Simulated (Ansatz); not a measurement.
Crystal: SiO2.

```
CELL_PARAMETERS angstrom
-4.47204 4.47204 2.61177
4.47204 -4.47204 2.61177
4.47204 4.47204 -2.61177
ATOMIC_POSITIONS crystal
Si 0.82311 0.82311 0.64622
Si 0.17689 0.82311 0.00000
Si 0.82311 0.17689 0.00000
Si 0.17689 0.17689 0.35378
O 0.00000 0.79145 0.79145
O 0.20855 0.00000 0.20855
O 0.79145 0.00000 0.79145
O 0.00000 0.20855 0.20855
O 0.00000 0.00000 0.50000
O 0.50000 0.00000 0.00000
O 0.00000 0.50000 0.00000
O 0.50000 0.50000 0.50000
```

The cell comes from a database or a generator and needn't be the stable form of this composition.

* Program: Ansatz 0.2.0
* Task: relaxation of cell and atoms
* Functional: BLYP
* Dispersion: D3(BJ)
* Potentials or basis: Ansatz PAW
* Cutoff: 420 eV (not typed: the program's choice for these potentials)
* k mesh: 6 × 6 × 6
* Occupations: fermi-dirac, width 0.05 eV
* Spin: no spin polarisation

At the start: volume 17.41 Å³/atom.

Problem. How do energy, volume and symmetry change on relaxing?

Solution. It ends after 9 steps and the volume is 17.72 Å³/atom (+1.7 %); space group I4/mmm (No. 139, to 0.05 Å).

Step by step:
| step | energy change (eV) | largest force (eV/Å) | volume (Å³) |
| --- | --- | --- | --- |
| 1 | 0.0000 | 0.1963 | 208.93 |
| 2 | -0.0177 | 0.1367 | 210.69 |
| 3 | -0.0209 | 0.0581 | 212.59 |
| 4 | -0.0212 | 0.0841 | 212.54 |
| 5 | -0.0217 | 0.0197 | 212.53 |
| 6 | -0.0221 | 0.0003 | 212.43 |
| 7 | -0.0349 | 0.0004 | 212.43 |
| 8 | -0.0345 | 0.0001 | 212.59 |
| 9 | -0.0350 | 0.0000 | 212.59 |

Final structure:
```xyz
12
Lattice="-4.4927 4.4927 2.6330 4.4927 -4.4927 2.6330 4.4927 4.4927 -2.6330" Properties=species:S:1:pos:R:3 pbc="T T T"
Si    2.9019    2.9019    2.6330
Si    2.9019   -2.9019    2.6330
Si   -2.9019    2.9019    2.6330
Si    1.5908    1.5908    0.0000
O     7.1007    0.0000    0.0000
O     0.0000    1.8848    0.0000
O     0.0000    7.1007    0.0000
O     1.8848    0.0000    0.0000
O     2.2464    2.2464   -1.3165
O    -2.2464    2.2464    1.3165
O     2.2464   -2.2464    1.3165
O     2.2464    2.2464    1.3165
```

Caveat: the plane-wave basis is chosen anew once the cell has moved, so the energies of steps on either side of that aren't comparable; the pressure holds a Pulay correction of +0.5 GPa for the finite cutoff; the PAW data sets come from PBE, with cores solved anew for the run's functional, which leaves a small shift of forces and pressure.
